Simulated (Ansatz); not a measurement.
**Thickness series of a CoSi2/ZnS/NiSi2 junction**

Wanted: T(E), the conductance and its decay constant for CoSi2/ZnS/NiSi2. The lower electrode is CoSi2 fluorite(111) turned by 180 degrees (type B), the upper one NiSi2 fluorite(111); the barrier is ZnS zinc blende(111) (whole bilayers). In the first transport cell, after relaxation, the nearest pair of electrode and barrier is Si–S at 2.34 Å, along the normal, at the lower face and Si–Zn at 2.47 Å, along the normal, at the upper one. All share a net of side 3.822 Å, which strains the lower electrode by +0.8 %, the upper one by -0.5 % and the barrier by -0.8 %, against typed lattice constants near PBE's. The first steps treat the bulk electrodes alone.

Method: PBE DFT, plane waves, PAW files, in the first sound run; inputs show where later runs differ, in Ansatz 0.2.0.

## (1) Set-up

Symmetry: R-3m, No. 166, trigonal system. Conventional cell: a = 3.822 Å, b = 3.822 Å, c = 9.229 Å, α = 90.00°, β = 90.00°, γ = 120.00°. Nearest to Si lie 4 Co at 2.31 to 2.34 Å. Nearest to Co lie 8 Si at 2.31 to 2.34 Å. Farther neighbours are not listed.

As a file:

```cif
data_structure
_symmetry_space_group_name_H-M 'R-3m:H'
_symmetry_Int_Tables_number 166
_cell_length_a 3.8220
_cell_length_b 3.8220
_cell_length_c 9.2291
_cell_angle_alpha 90.000
_cell_angle_beta 90.000
_cell_angle_gamma 120.000
_cell_volume 116.75
loop_
_atom_site_label
_atom_site_type_symbol
_atom_site_symmetry_multiplicity
_atom_site_Wyckoff_symbol
_atom_site_fract_x
_atom_site_fract_y
_atom_site_fract_z
_atom_site_occupancy
Si1 Si 6 c 0.00000 0.00000 0.75000 1
Co1 Co 3 b 0.33333 0.66667 0.16667 1
```

## (2) The strained electrode

The electrode is held to the junction's net and relaxed along the normal; its spacing is used for the ideal lead layers.

input.yaml reads:

```yaml
crystal:
  lattice:
    - [3.822, 0.0, 0.0]
    - [-1.911, 3.3099490933, 0.0]
    - [0.0, 0.0, 9.2290821007]
  atoms:
    - { symbol: Si, position: [0.0, 0.0, 0.0] }
    - { symbol: Co, position: [0.6666666667, 0.3333333333, 0.0833333333] }
    - { symbol: Si, position: [0.3333333333, 0.6666666667, 0.1666666667] }
    - { symbol: Si, position: [0.6666666667, 0.3333333333, 0.3333333333] }
    - { symbol: Co, position: [0.3333333333, 0.6666666667, 0.4166666667] }
    - { symbol: Si, position: [0.0, 0.0, 0.5] }
    - { symbol: Si, position: [0.3333333333, 0.6666666667, 0.6666666667] }
    - { symbol: Co, position: [0.0, 0.0, 0.75] }
    - { symbol: Si, position: [0.6666666667, 0.3333333333, 0.8333333333] }
kpoints:
  mp_grid: { grid: [12, 12, 3] }
scf:
  occupations: { method: fermi_dirac, width: 0.1 }
  max_iter: 150
hamiltonian:
  xc: pbe
relax:
  f_tol: 0.01
  max_steps: 40
  cell: { fix: [a, b, angles] }
```

Command:

```sh
$ ansatz run input.yaml --threads 8 --pin off --max-ram 24576MiB --backend cpu --events-out ev --progress --plain --runs-dir out
```

Numbers of over 12 decimals in the logs are rounded to 6 here.

What it wrote:

```text
Engine: ansatz 0.2.0, aarch64-unknown-linux-gnu
Pseudopotentials: kind: paw
Pseudopotential: Si, paw, valence charge 4, recommended cutoff 420 eV (normal), Si.paw.azcp
Pseudopotential: Co, paw, valence charge 17, recommended cutoff 420 eV (normal), Co.paw.azcp
Functional definition: PBE
  parameter kappa = 0.804
  parameter beta = 0.066725
  exchange = pbe_x(kappa = kappa, mu = beta*pi^2/3)
  correlation = pbe_c(beta = beta)
Crystal: 9 atoms, lattice volume = 116.754 Å³
Basis set: ecut = 420 eV, 2275 PW (Γ), exchange–correlation on 54×54×128 points (8 copies of the dense FFT grid, shifted against one another)
Bands: 47, of which v1, the nominal top of the filled ones, is band 38 counted from 1 (37 counted from 0)
Symmetry: 36 space group operations
Space group: R-3m (ITA 166), of the structure as read, at distance tolerance 4.9e-5 Å
k-points: 50 of 432
Non-local potential: Si, projectors of the file, l = 0: 2, l = 1: 2, l = 2: 2
Non-local potential: Co, projectors of the file, l = 0: 3, l = 1: 2, l = 2: 3, l = 3: 1
PAW form: soft (Blöchl's): semilocal exchange-correlation on the pseudo side does not see the compensation charge
PAW one-centre angular grid: Si, 110 points (default); XC on 64 Gauss nodes
PAW one-centre angular grid: Co, 590 points (default); XC on 64 Gauss nodes
Initial density: superposition of atomic densities (neutral atoms: chi_scale 0, normalization atom), corrected by the library's trained network
Initial wavefunctions: pseudopotential atomic-orbital guess
Functional: x = pbe(κ = 0.804, μ = 0.219515), c = pbe(β = 0.066725)
SCF iter   1: F=—  HF=-19197.578544 eV  |F-HF|=—  |Δ(HF+E_count)|=         —  Δρ=4.67e-3  dr2=2.70e-2  ethr=1.77e-3  ⟨swp⟩=7.2  Hψ=9837  notcnv=0  defer=9
preconditioner: auto → Kerker (q_TF=auto, 2.534 Å⁻¹)  [metal: Δε(μ)=0.012 eV  Ē_g=7.093 eV  σ=0.100 eV  W_gap=0.03  n_scr=36 (ndim 8)  ℏωp=24.5 eV  f_vac=0.003  D(μ)=2.91/eV (n_scr^D=24)]
SCF iter   2: F=—  HF=-19197.578264 eV  |F-HF|=—  |Δ(HF+E_count)|=   2.80e-4  Δρ=3.53e-3  dr2=1.69e-2  ethr=3.61e-5  ⟨swp⟩=1.9  Hψ=3378  notcnv=0  defer=10
SCF iter   3: F=—  HF=-19197.579799 eV  |F-HF|=—  |Δ(HF+E_count)|=   1.54e-3  Δρ=5.31e-3  dr2=2.17e-2  ethr=2.25e-5  ⟨swp⟩=2.0  Hψ=3296  notcnv=0  defer=12
SCF iter   4: F=—  HF=-19197.578296 eV  |F-HF|=—  |Δ(HF+E_count)|=   1.50e-3  Δρ=2.65e-3  dr2=5.64e-3  ethr=2.25e-5  ⟨swp⟩=1.0  Hψ=2298  notcnv=0  defer=12
SCF iter   5: F=—  HF=-19197.577933 eV  |F-HF|=—  |Δ(HF+E_count)|=   3.63e-4  Δρ=1.05e-3  dr2=9.03e-4  ethr=7.52e-6  ⟨swp⟩=1.0  Hψ=2298  notcnv=0  defer=10
SCF iter   6: F=—  HF=-19197.577874 eV  |F-HF|=—  |Δ(HF+E_count)|=   5.86e-5  Δρ=1.61e-4  dr2=2.31e-5  ethr=1.20e-6  ⟨swp⟩=1.9  Hψ=2664  notcnv=0  defer=10
SCF iter   7: F=—  HF=-19197.577817 eV  |F-HF|=—  |Δ(HF+E_count)|=   5.78e-5  Δρ=4.50e-5  dr2=1.87e-6  ethr=3.08e-8  ⟨swp⟩=2.1  Hψ=3335  notcnv=0  defer=10
SCF iter   8: F=-19197.577817 eV  HF=-19197.577817 eV  |F-HF|=8.60e-8  |Δ(HF+E_count)|=   5.34e-9  Δρ=1.08e-5  dr2=9.28e-8  ethr=1.33e-10  ⟨swp⟩=3.6  Hψ=9809  notcnv=0
SCF 1 converged in 8 iterations: F = -19197.577817 eV  dr2 = 9.28e-8
  greatest PAW one-centre occupation: 1.000 electrons in one spin orbital (limit 2), on the Co atom at site 7 (counted from 0), in its partial waves of l = 0
relax step   1: F+E_penalty+E_count = -19197.57781662 eV  Δ(F+E_penalty+E_count) = +0.000e0 eV  max|allowed force component| = 1.516e-1 eV/Å  Δτ_max = 0.0000 Å  P = -1.824 GPa  Ω = 116.754 Å³  fix = [a, b, alpha, beta, gamma]  reactions: a -3.188, b -3.188 GPa  (8 SCF iters, dr2 threshold 1.00e-7 eV, accepted)
Crystal: 9 atoms, lattice volume = 116.732 Å³
Initial density: handed on by an earlier stage of this run
Initial wavefunctions: those handed on with the density
iter 1 solved again at ethr=2.78e-7 eV; its pass at ethr=3.10e-3 eV (dr2=2.09e-4 eV) is discarded
SCF iter   1: F=—  HF=-19197.581614 eV  |F-HF|=—  |Δ(HF+E_count)|=         —  Δρ=4.29e-4  dr2=2.33e-4  ethr=2.78e-7  ⟨swp⟩=2.5  Hψ=9905  notcnv=0
preconditioner: auto → Kerker (q_TF=auto, 2.534 Å⁻¹)  [metal: Δε(μ)=0.022 eV  Ē_g=7.103 eV  σ=0.100 eV  W_gap=0.05  n_scr=36 (ndim 8)  ℏωp=24.5 eV  f_vac=0.000  D(μ)=2.88/eV (n_scr^D=24)]
SCF iter   2: F=—  HF=-19197.581527 eV  |F-HF|=—  |Δ(HF+E_count)|=   8.67e-5  Δρ=2.56e-4  dr2=8.77e-5  ethr=2.78e-7  ⟨swp⟩=1.0  Hψ=2351  notcnv=0
SCF iter   3: F=—  HF=-19197.581501 eV  |F-HF|=—  |Δ(HF+E_count)|=   2.60e-5  Δρ=3.35e-5  dr2=1.05e-6  ethr=1.17e-7  ⟨swp⟩=2.0  Hψ=3488  notcnv=0
iter 4 did not close the SCF: its close was put off for the readings that it lacked (scf_convergence_deferred on its scf_iter line)
SCF iter   4: F=-19197.581501 eV  HF=-19197.581501 eV  |F-HF|=4.53e-8  |Δ(HF+E_count)|=   2.47e-7  Δρ=1.08e-5  dr2=8.78e-8  ethr=1.40e-9  ⟨swp⟩=2.0  Hψ=3577  notcnv=0
iter 5 did not close the SCF: its close was put off for the readings that it lacked (scf_convergence_deferred on its scf_iter line)
SCF iter   5: F=-19197.581501 eV  HF=-19197.581501 eV  |F-HF|=1.55e-9  |Δ(HF+E_count)|=  7.46e-10  Δρ=3.04e-6  dr2=5.12e-9  ethr=1.17e-10  ⟨swp⟩=2.3  Hψ=3342  notcnv=0
SCF iter   6: F=-19197.581501 eV  HF=-19197.581501 eV  |F-HF|=1.64e-10  |Δ(HF+E_count)|=  4.73e-11  Δρ=6.78e-7  dr2=4.97e-10  ethr=6.82e-12  ⟨swp⟩=1.0  Hψ=5806  notcnv=0
SCF 2 converged in 6 iterations: F = -19197.581501 eV  dr2 = 4.97e-10
relax step   2: F+E_penalty+E_count = -19197.58150117 eV  Δ(F+E_penalty+E_count) = -3.685e-3 eV  max|allowed force component| = 9.502e-2 eV/Å  Δτ_max = 0.0051 Å  P = -1.809 GPa  Ω = 116.732 Å³  energy of the carried Pulay correction = +9.406e-6 eV  fix = [a, b, alpha, beta, gamma]  reactions: a -2.988, b -2.988 GPa  (6 SCF iters, dr2 threshold 9.00e-7 eV, accepted)
Crystal: 9 atoms, lattice volume = 116.668 Å³
iter 1 solved again at ethr=7.56e-7 eV; its pass at ethr=3.10e-3 eV (dr2=5.67e-4 eV) is discarded
SCF iter   1: F=—  HF=-19197.584147 eV  |F-HF|=—  |Δ(HF+E_count)|=         —  Δρ=7.20e-4  dr2=6.31e-4  ethr=7.56e-7  ⟨swp⟩=2.5  Hψ=10048  notcnv=0
preconditioner: auto → Kerker (q_TF=auto, 2.535 Å⁻¹)  [metal: Δε(μ)=0.016 eV  Ē_g=7.101 eV  σ=0.100 eV  W_gap=0.04  n_scr=36 (ndim 8)  ℏωp=24.6 eV  f_vac=0.000  D(μ)=2.86/eV (n_scr^D=24)]
SCF iter   2: F=—  HF=-19197.583988 eV  |F-HF|=—  |Δ(HF+E_count)|=   1.59e-4  Δρ=4.30e-4  dr2=2.40e-4  ethr=7.56e-7  ⟨swp⟩=1.0  Hψ=2350  notcnv=0
SCF iter   3: F=—  HF=-19197.583919 eV  |F-HF|=—  |Δ(HF+E_count)|=   6.88e-5  Δρ=5.01e-5  dr2=2.46e-6  ethr=3.20e-7  ⟨swp⟩=2.0  Hψ=3481  notcnv=0
iter 4 did not close the SCF: its close was put off for the readings that it lacked (scf_convergence_deferred on its scf_iter line)
SCF iter   4: F=-19197.583918 eV  HF=-19197.583918 eV  |F-HF|=8.98e-8  |Δ(HF+E_count)|=   6.12e-7  Δρ=1.59e-5  dr2=2.05e-7  ethr=3.28e-9  ⟨swp⟩=2.0  Hψ=3586  notcnv=0
iter 5 did not close the SCF: its close was put off for the readings that it lacked (scf_convergence_deferred on its scf_iter line)
SCF iter   5: F=-19197.583918 eV  HF=-19197.583919 eV  |F-HF|=1.14e-8  |Δ(HF+E_count)|=   1.21e-8  Δρ=6.48e-6  dr2=2.91e-8  ethr=2.73e-10  ⟨swp⟩=2.3  Hψ=3339  notcnv=0
SCF iter   6: F=-19197.583919 eV  HF=-19197.583919 eV  |F-HF|=1.27e-9  |Δ(HF+E_count)|=   1.11e-9  Δρ=1.37e-6  dr2=3.01e-9  ethr=3.88e-11  ⟨swp⟩=2.0  Hψ=6925  notcnv=0
SCF 3 converged in 6 iterations: F = -19197.583919 eV  dr2 = 3.01e-9
relax step   3: F+E_penalty+E_count = -19197.58391850 eV  Δ(F+E_penalty+E_count) = -2.417e-3 eV  max|allowed force component| = 6.046e-4 eV/Å  Δτ_max = 0.0088 Å  P = -1.729 GPa  Ω = 116.668 Å³  energy of the carried Pulay correction = +3.693e-5 eV  fix = [a, b, alpha, beta, gamma]  reactions: a -2.620, b -2.620 GPa  (6 SCF iters, dr2 threshold 7.53e-7 eV, accepted)
[...]
relax step   4: F+E_penalty+E_count = -19197.58391671 eV  Δ(F+E_penalty+E_count) = +1.791e-6 eV  max|allowed force component| = 2.903e-4 eV/Å  Δτ_max = 0.0000 Å  P = -1.743 GPa  Ω = 116.677 Å³  energy of the carried Pulay correction = +3.312e-5 eV  fix = [a, b, alpha, beta, gamma]  reactions: a -2.626, b -2.626 GPa  (6 SCF iters, dr2 threshold 6.65e-9 eV, accepted)
Initial wavefunctions: pseudopotential atomic-orbital guess (no wavefunctions were taken with the density)
iter 1 solved again at ethr=4.42e-6 eV; its pass at ethr=3.10e-3 eV (dr2=3.32e-3 eV) is discarded
SCF iter   1: F=—  HF=-19197.583931 eV  |F-HF|=—  |Δ(HF+E_count)|=         —  Δρ=3.65e-6  dr2=5.03e-9  ethr=4.42e-6  ⟨swp⟩=3.0  Hψ=14619  notcnv=0
eigensolver tolerance schedule: the retry pair's looser diagonalisation over-reported the residual by 659973.28 of it (diagonalisation noise at an unbounded share of the residual, at the tolerance the schedule requests for it); recorded, not acted on — ethr = c·dr2/N_el stays at c = 1.0e-1
SCF iter   2: F=—  HF=-19197.583892 eV  |F-HF|=—  |Δ(HF+E_count)|=   3.88e-5  Δρ=6.77e-7  dr2=1.72e-10  ethr=6.70e-12  ⟨swp⟩=4.0  Hψ=7059  notcnv=0
SCF iter   3: F=—  HF=-19197.583892 eV  |F-HF|=—  |Δ(HF+E_count)|=  3.64e-12  Δρ=4.69e-7  dr2=1.38e-10  ethr=1.00e-12  ⟨swp⟩=1.0  Hψ=2350  notcnv=0
iter 4 did not close the SCF: its close was put off for the readings that it lacked (scf_convergence_deferred on its scf_iter line)
SCF iter   4: F=-19197.583892 eV  HF=-19197.583892 eV  |F-HF|=0.00e0  |Δ(HF+E_count)|=  1.09e-11  Δρ=1.08e-7  dr2=1.14e-11  ethr=1.00e-12  ⟨swp⟩=1.0  Hψ=2350  notcnv=0
iter 5 did not close the SCF: its close was put off for the readings that it lacked (scf_convergence_deferred on its scf_iter line)
SCF iter   5: F=-19197.583892 eV  HF=-19197.583892 eV  |F-HF|=7.28e-12  |Δ(HF+E_count)|=    0.00e0  Δρ=6.68e-8  dr2=4.81e-12  ethr=1.00e-12  ⟨swp⟩=1.0  Hψ=2350  notcnv=0
iter 6 did not close the SCF: its close was put off for the readings that it lacked (scf_convergence_deferred on its scf_iter line)
SCF iter   6: F=-19197.583892 eV  HF=-19197.583892 eV  |F-HF|=0.00e0  |Δ(HF+E_count)|=    0.00e0  Δρ=5.19e-8  dr2=2.21e-12  ethr=1.00e-12  ⟨swp⟩=1.0  Hψ=2350  notcnv=0
iter 7 did not close the SCF: its close was put off for the readings that it lacked (scf_convergence_deferred on its scf_iter line)
SCF iter   7: F=-19197.583892 eV  HF=-19197.583892 eV  |F-HF|=1.09e-11  |Δ(HF+E_count)|=  3.64e-12  Δρ=1.56e-8  dr2=2.81e-13  ethr=1.00e-12  ⟨swp⟩=1.0  Hψ=2350  notcnv=0
SCF iter   8: F=-19197.583892 eV  HF=-19197.583892 eV  |F-HF|=0.00e0  |Δ(HF+E_count)|=  3.64e-12  Δρ=4.13e-9  dr2=1.16e-14  ethr=1.00e-12  ⟨swp⟩=1.2  Hψ=4920  notcnv=0
SCF 5 converged in 8 iterations: F = -19197.583892 eV  dr2 = 1.16e-14
relax step   5: F+E_penalty+E_count = -19197.58389194 eV  Δ(F+E_penalty+E_count) = +2.478e-5 eV  max|allowed force component| = 2.923e-4 eV/Å  Δτ_max = 0.0000 Å  P = -1.743 GPa  Ω = 116.677 Å³  fix = [a, b, alpha, beta, gamma]  reactions: a -2.627, b -2.627 GPa  stress off target by 2.44e-2 GPa on what of the cell is left free  SCF on the basis re-selected at this cell (its energy is not comparable with the rows above)  (8 SCF iters)
basis re-selected at this cell: Δ(F+E_penalty+E_count) = +2.478e-5 eV, ΔP = -0.001 GPa vs the last step (what re-selecting the basis moved, of the pressure what is left beyond the Pulay correction that the steps carried, after the strain that the cell walked since its last selection, with what the two solves' SCF thresholds leave and, on support functions, any second-order correction that the steps lacked; it is no m [...]
SCF converged after 8 iterations
Free energy (F): -19197.583892 eV
Harris-Foulkes:  -19197.583892 eV  (|F-HF|=0.00e0)
Internal energy: -19197.485324 eV  (E = F + TS)
E sigma→0 (E₀):  -19197.534608 eV
Entropy (-TS):   -0.098568 eV (-10.952 meV/atom)
Fermi energy:    12.675399 eV
--- Per-component energies (eV) ---
  E_band       = -864.885817
  E_kinetic    = 1639.488845
  E_local      = -12330.763706  (includes V_loc(G=0)·N_el)
  E_nonlocal   = 1503.347741
  E_hartree    = 5362.233481
  E_xc         = -821.147431
  E_vxc        = -914.228279  (∫ρ·V_xc dr)
  E_paw        = -7623.887899  (= ΣΔE_a)
  E_vpaw       = -1487.197692  (= ΣTr[D̂ρ^β])
  E_aug_tail   = 0.000319  (compensation charges beyond the density's cutoff)
  E_ewald      = -6926.756674
  E_smearing   = -0.098568  (= −TS)
  E_closure    = 0.000000  (closes the sum)
  Σ components = -19197.583892   (vs F -19197.583892, Δ=0.00e0)
--- Forces (eV/Å), atoms counted from 1 ---
  atom   1  Si    -0.00000000     0.00000000     0.00029229
  atom   2  Co     0.00000000    -0.00000000    -0.00000000
  atom   3  Si    -0.00000000    -0.00000000    -0.00029229
  atom   4  Si    -0.00000000     0.00000000     0.00029229
  atom   5  Co     0.00000000     0.00000000     0.00000000
  atom   6  Si    -0.00000000    -0.00000000    -0.00029229
  atom   7  Si     0.00000000     0.00000000     0.00029229
  atom   8  Co    -0.00000000    -0.00000000     0.00000000
  atom   9  Si    -0.00000000    -0.00000000    -0.00029229
  max |Σ_I F_I| component: 1.11e-16 eV/Å
--- Stress (GPa, compression-positive) ---
       -2.626988      -0.000000      -0.000000
       -0.000000      -2.626988       0.000000
       -0.000000       0.000000       0.024404
  P = ⅓ Tr σ = -1.7432 GPa (-17.432 kbar)
--- Relaxed structure (4 steps of the walk, 4 accepted, 1 SCFs on fresh bases) ---
  F+E_penalty+E_count = -19197.58389194 eV   max|allowed force component| = 2.923e-4 eV/Å   (the final SCF, on the basis selected at the relaxed cell)
  cell:  # Å, volume = 116.6768 Å³
    - [3.822000, 0, 0]
    - [-1.911000, 3.309949, 0]
    - [0, 0, 9.223005]
  atoms:
    - { symbol: Si, position: [4.635390592261232e-19, 0, 0.0014974] }
    - { symbol: Co, position: [0.666667, 0.333333, 0.083333] }
    - { symbol: Si, position: [0.333333, 0.666667, 0.165169] }
    - { symbol: Si, position: [0.666667, 0.333333, 0.334831] }
    - { symbol: Co, position: [0.333333, 0.666667, 0.416667] }
    - { symbol: Si, position: [-4.635390592261233e-19, 0, 0.498503] }
    - { symbol: Si, position: [0.333333, 0.666667, 0.668164] }
    - { symbol: Co, position: [0, 0, 0.750000] }
    - { symbol: Si, position: [0.666667, 0.333333, 0.831836] }
```

Run time: 9.2 s. Hardware: 8 threads of Arm Neoverse V2, shared host; peak memory 0.72 GiB; 64 s of CPU time.

This run has no spin polarisation, although Co can carry a moment.

Step by step:

| step | energy less that of the first step (eV) | largest force component (eV/Å) | pressure (GPa) | volume (Å³) |
| --- | --- | --- | --- | --- |
| 1 | 0.0000 | 0.1516 | -1.82 | 116.75 |
| 2 | -0.0037 | 0.0950 | -1.81 | 116.73 |
| 3 | -0.0061 | 0.0006 | -1.73 | 116.67 |
| 4 | -0.0061 | 0.0003 | -1.74 | 116.68 |
| 5* | -0.0061 | 0.0003 | -1.74 | 116.68 |

Relaxation steps marked * repeat the geometry before them on a plane-wave basis chosen anew for their cell, so energy and pressure can jump there.

The run keeps the 36 symmetry operations that it works with, so distortions that break them were not tested.

| conventional cell, symmetrised | before | after | change |
| --- | --- | --- | --- |
| a (Å) | 3.822 | 3.822 | +0.0 % |
| b (Å) | 3.822 | 3.822 | +0.0 % |
| c (Å) | 9.229 | 9.223 | -0.1 % |
| volume (Å³/atom) | 12.97 | 12.96 | -0.1 % |

The atoms that moved most (Å, as changes of fractional coordinates times the final cell):

| atom | dx | dy | dz | length |
| --- | --- | --- | --- | --- |
| Si4 | 0.000 | 0.000 | 0.014 | 0.014 |
| Si7 | 0.000 | 0.000 | 0.014 | 0.014 |
| Si1 | 0.000 | 0.000 | 0.014 | 0.014 |
| Si6 | 0.000 | 0.000 | -0.014 | 0.014 |
| Si3 | 0.000 | 0.000 | -0.014 | 0.014 |
| Si9 | 0.000 | 0.000 | -0.014 | 0.014 |

The relaxed structure:

```cif
data_structure
_symmetry_space_group_name_H-M 'P 1'
_symmetry_Int_Tables_number 1
_cell_length_a 3.8220
_cell_length_b 3.8220
_cell_length_c 9.2230
_cell_angle_alpha 90.000
_cell_angle_beta 90.000
_cell_angle_gamma 120.000
_cell_volume 116.68
loop_
_atom_site_label
_atom_site_type_symbol
_atom_site_fract_x
_atom_site_fract_y
_atom_site_fract_z
_atom_site_occupancy
Si1 Si 0.00000 0.00000 0.00150 1
Co2 Co 0.66667 0.33333 0.08333 1
Si3 Si 0.33333 0.66667 0.16517 1
Si4 Si 0.66667 0.33333 0.33483 1
Co5 Co 0.33333 0.66667 0.41667 1
Si6 Si 0.00000 0.00000 0.49850 1
Si7 Si 0.33333 0.66667 0.66816 1
Co8 Co 0.00000 0.00000 0.75000 1
Si9 Si 0.66667 0.33333 0.83184 1
```

Numbers from this step:

```
free energy  : -19197.5839 eV
Fermi energy : 12.68 eV
pressure     : -1.743 GPa
```

The relaxation ends with a largest force component of 2.9e-4 eV/Å.

(Continued in part 2 of 6.)

[Logs are printed without paths, hosts, clocks, repeated set-up lines and the standing remarks that a program may print on its own settings, such as how far it seeks lower states.]

[Hosts, paths, dates, database ids (printed as entryN), source tags and the programs' standing remarks are cut or masked in the printed files.]
